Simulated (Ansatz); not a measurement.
## Band structure of Ag

```
CELL_PARAMETERS angstrom
2.93000 0.00000 0.00000
-1.46500 2.53745 0.00000
0.00000 0.00000 4.79000
ATOMIC_POSITIONS crystal
Ag 0.33333 0.66667 0.25000
Ag 0.66667 0.33333 0.75000
```

Atoms are numbered in the order listed.

The cell is COD entry 1509145, as deposited and not checked against the literature; nothing was relaxed.

Method: DFT, PBE, all-electron LAPW, Dirac equation with spin-orbit coupling in Ansatz 0.2.0.

Numerical set-up: a Γ-centred 14×14×8 k mesh, Fermi–Dirac smearing of 0.05 eV, basis error target 0.25 meV/atom, no spin polarisation.

Points in fractions of the reciprocal vectors of this cell: Γ (0, 0, 0), M (0.5, 0, 0), K (0.333, 0.333, 0), A (0, 0, 0.5), L (0.5, 0, 0.5), H (0.333, 0.333, 0.5). The path runs Γ–M–K–Γ–A–L–H–A–L. Energies are in eV from the Fermi level; (×n) counts levels within 4 meV of each other, which need not be degenerate by symmetry.

(1) List the levels at A between -14 and 5.5 eV.

(2) List the levels at H between -14 and 5.5 eV.

(3) List the levels at Γ between -14 and 5.5 eV.

(4) What is the band gap?

Results:

(1) -6.12 (×4), -4.80 (×4), -4.52 (×4), -4.31 (×4), -3.34 (×4), -3.22 (×4).

(2) -5.46 (×2), -5.34 (×2), -5.10 (×2), -4.94 (×2), -4.58 (×2), -4.27 (×2), -4.08 (×2), -3.73 (×2), -3.01 (×2), -2.93 (×2), 3.94 (×2), 4.05 (×2), 5.39 (×2).

(3) -7.45 (×2), -6.13 (×2), -4.78 (×2), -4.74 (×2), -4.60 (×2), -4.31 (×2), -4.08 (×2), -3.98 (×2), -3.79 (×2), -3.15 (×2), -2.88 (×2), -0.29 (×2), 3.38 (×2).

(4) none: bands cross the Fermi level, a metal.
